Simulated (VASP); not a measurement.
Input of a VASP 6.6.1 run:

Contents of INCAR:

```
SYSTEM = Se
  PREC = Accurate
  ENCUT = 600
  EDIFF = 1E-7
  ISMEAR = 0
  SIGMA = 0.1
  LREAL = .FALSE.
  LASPH = .TRUE.
  NELM = 100
  ALGO = Fast
  ISIF = 3
  LWAVE = .FALSE.
  LCHARG = .FALSE.
  GGA = PS
  IBRION = 2
  NSW = 100
  EDIFFG = -0.002
  PSTRESS = 1480.0
```

File KPOINTS:

```
Automatic mesh
0
G
  20 20 20
  0 0 0
```

File POSCAR:

```
Se
1.0
   -1.4142735288      1.4142735288      1.4142735288
    1.4142735288     -1.4142735288      1.4142735288
    1.4142735288      1.4142735288     -1.4142735288
Se
1
Direct
    0.0000000000      0.0000000000      0.0000000000
```

Potentials or basis: VASP PAW PBE potentials, release 64 (Se).

Run with:

```sh
$ cat potpaw_PBE.64/Se/POTCAR > POTCAR
$ mpirun -np 1 vasp_std > vasp.out
```

Q: Estimate the relaxed cell.

A: a = 2.451 Å, b = 2.451 Å, c = 2.451 Å, α = 109.47°, β = 109.47°, γ = 109.47°.

Q: Predict the relaxed volume.

A: 11.34 Å³/atom.

Q: What does it give for the space group after relaxing (to 0.05 Å)?

A: Im-3m (No. 229).

Q: Estimate the band gap on the k mesh.

A: None (metal or under the smearing width).

The path:
```csv
step,energy change (eV),largest force (eV/Å),pressure (GPa),volume (Å³)
1,0.0000,0.0000,149.26,11.32
2,-0.1330,0.0000,141.58,11.46
3,-0.0218,0.0000,148.00,11.34
```

Caveat: the cell is relaxed towards a set pressure, so the enthalpy falls and the energy may rise; the PAW data sets were made with another functional, which shifts forces and pressure a little.
